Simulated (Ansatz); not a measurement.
# ZrS2: stiffness from strained cells

Aim: the elastic tensor from the stress of slightly strained cells, and the moduli that follow. Runs: reference run (LAPW); ions clamped (LAPW). Companion runs by PAW are cited.

Method: DFT PBEsol, all-electron LAPW, scalar-relativistic unless said, in Ansatz 0.2.0.

1 further run of the same task is left out (set aside as unsound or not needed). Runs told in other sessions of the task aren't counted.

## (1) The starting structure

The structure is trigonal, space group P-3m1 (No. 164). Conventional cell: a = 3.628 Å, b = 3.628 Å, c = 5.887 Å, α = 90.00°, β = 90.00°, γ = 120.00°. Zr (site symmetry -3m) has 6 S at 2.55 Å in its first shell of neighbours. Around S (site symmetry 3m) lie 3 Zr at 2.55 Å.

As a file:

```cif
data_structure
_symmetry_space_group_name_H-M 'P 1'
_symmetry_Int_Tables_number 1
_cell_length_a 3.6276
_cell_length_b 3.6276
_cell_length_c 5.8866
_cell_angle_alpha 90.000
_cell_angle_beta 90.000
_cell_angle_gamma 120.000
_cell_volume 67.09
loop_
_atom_site_label
_atom_site_type_symbol
_atom_site_fract_x
_atom_site_fract_y
_atom_site_fract_z
_atom_site_occupancy
Zr1 Zr 0.00000 0.00000 0.00000 1
S1 S 0.66667 0.33333 0.75318 1
S2 S 0.33333 0.66667 0.24682 1
```

Cartesian axes are those of the input's lattice vectors. The structure goes back to a database entry.

## (2) Reference run, LAPW

The input, input.yaml:

```yaml
crystal:
  lattice:
    - [3.62758580568, 0.0, 0.0]
    - [-1.81379290284, 3.14158146213, 0.0]
    - [0.0, 0.0, 5.88664775624]
  atoms:
    - { symbol: Zr, position: [0.0, 0.0, 0.0] }
    - { symbol: S, position: [0.666666666667, 0.333333333333, 0.753176276703] }
    - { symbol: S, position: [0.333333333333, 0.666666666667, 0.246823723297] }
kpoints:
  mp_grid: { grid: [8, 8, 4] }
scf:
  occupations: { method: fixed }
hamiltonian:
  xc: pbesol
  pseudopotentials: { kind: all_electron, lapw: { basis_error: 0.0005 } }
elastic:
  mode: relaxed_ion
  stencil: two_point
  amplitude: 0.008
```

Command:

```sh
$ ansatz run input.yaml --threads 2 --pin off --max-ram 5120MiB --backend cpu --events-out ev --progress --plain --runs-dir out
```

## (3) Ions clamped, LAPW

Edit input.yaml of step 2 so:

```diff
@@ -17,3 +17,3 @@
 elastic:
-  mode: relaxed_ion
+  mode: clamped_ion
   stencil: two_point
```

(Steps that only read results are left out.)

Q: Predict the outcome of this session. Wanted: C11; C12; C13; C14; C33; C44; bulk, shear and Young's modulus; Debye temperature from sound speeds; universal anisotropy index.

As calculated:

| quantity | value |
| --- | --- |
| C11 (LAPW) | 133 GPa |
| C12 (LAPW) | 25 GPa |
| C13 (LAPW) | 2 GPa |
| C14 (LAPW) | -1 GPa |
| C33 (LAPW) | 21 GPa |
| C44 (LAPW) | 6 GPa |
| bulk, shear and Young's modulus | 28, 21, 51 GPa |
| Debye temperature from sound speeds | 218 K |
| universal anisotropy index | 9.02 |

What this shows: All eigenvalues are positive, so the crystal is mechanically stable; by LAPW K = 28 and G = 21 GPa, K/G = 1.31, on the brittle side of Pugh's rough line at 1.75, which was drawn for metals. Young's modulus runs from 17 to 128 GPa with direction. PAW's constants lie within 0.2 GPa of LAPW's. Letting the ions relax lowers C33 most, from 126 to 21 GPa. Cautions: no dispersion correction, so the spacing and stiffness between layers or molecules are uncertain.
